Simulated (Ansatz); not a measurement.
SiO2, one structure, two calculations

Cell: a Materials Project structure (computed, not necessarily an observed phase).

Space group Imma (No. 74); a = 5.2467, b = 9.5535, c = 8.8833 Å.

```
site  Wyckoff  site symmetry       x       y       z
  Si       8h            m..  0.0000  0.0846  0.8449
  O5       4e            mm2  0.5000  0.7500  0.3807
  O7       8g            .2.  0.2500  0.5432  0.2500
 O11       4a          2/m..  0.0000  0.0000  0.0000
```

One atom of each set is listed; the run and its k-mesh use a cell of 12 atoms with edges of 7.03, 7.03, 7.03 Å.

First run. All values are calculated (Ansatz; DFT, PBE, plane waves and PAW, scalar-relativistic, 420 eV cutoff, Γ-centred 5×5×5 k-points, Fermi–Dirac smearing 0.02 eV), not measured.

```json
{"site": "Si", "V_zz (10²¹ V/m²)": "0.78", "η": "0.04"}
{"site": "O5", "V_zz (10²¹ V/m²)": "9.71", "η": "0.07"}
{"site": "O7", "V_zz (10²¹ V/m²)": "9.62", "η": "0.10"}
{"site": "O11", "V_zz (10²¹ V/m²)": "10.36", "η": "0.01"}
```

Second run. The same atoms and settings, except that the functional is r2SCAN and the cutoff is 500 eV.

Question: Given the first result, estimate the second.

Answer: 

```
site   V_zz     η  change of V_zz
  Si   0.77  0.06           -0.01
  O5   9.56  0.07           -0.15
  O7   9.51  0.11           -0.11
 O11  10.26  0.01           -0.10
```

The largest change of V_zz is on O5, from 9.71 to 9.56. In per cent, |V_zz| changes by -2 on Si, -2 to -1 on O (all sites that start above 0.5).

For the first run: The largest force is 0.3 eV/Å, so the atoms aren't at the calculated equilibrium and relaxing them would move these values.
